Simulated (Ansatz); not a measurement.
ZrN:

```
Zr N
1.0
     0.00000    2.30000    2.30000
     2.30000    0.00000    2.30000
     2.30000    2.30000    0.00000
Zr N
1 1
Direct
  0.50000 0.50000 0.50000
  0.00000 0.00000 0.00000
```

Program: Ansatz 0.2.0. Alike in all runs: cell as given. Hardware: 1 thread of Arm Neoverse V1 (shared host).

Q: Order these runs on this cell by their wall time, lowest first.
A. task single point; level PBE; potentials or basis all-electron LAPW, scalar-relativistic; spin off; k mesh 5 × 5 × 5; cutoff (eV) 239; smearing fermi-dirac 0.03 eV; basis error allowed 0.004 eV/atom; mesh quality coarse
B. task band structure; level LDA; potentials or basis all-electron LAPW, relativistic spinors; spin SOC, no magnetisation; k mesh 7 × 7 × 7; cutoff (eV) 283; smearing fermi-dirac 0.02 eV; basis error allowed 0.001 eV/atom; mesh quality coarse
C. task single point; level PBE; potentials or basis all-electron LAPW, scalar-relativistic; spin off; k mesh 10 × 10 × 10; cutoff (eV) 281; smearing gaussian 0.015 eV; basis error allowed 0.001 eV/atom; mesh quality not flagged

A: A (2.1 s), C (7.8 s), B (46 s).

Caveats: some runs use coarse meshes; the k mesh is thin for a metal, which can move the energy by tens of meV per atom (some runs).
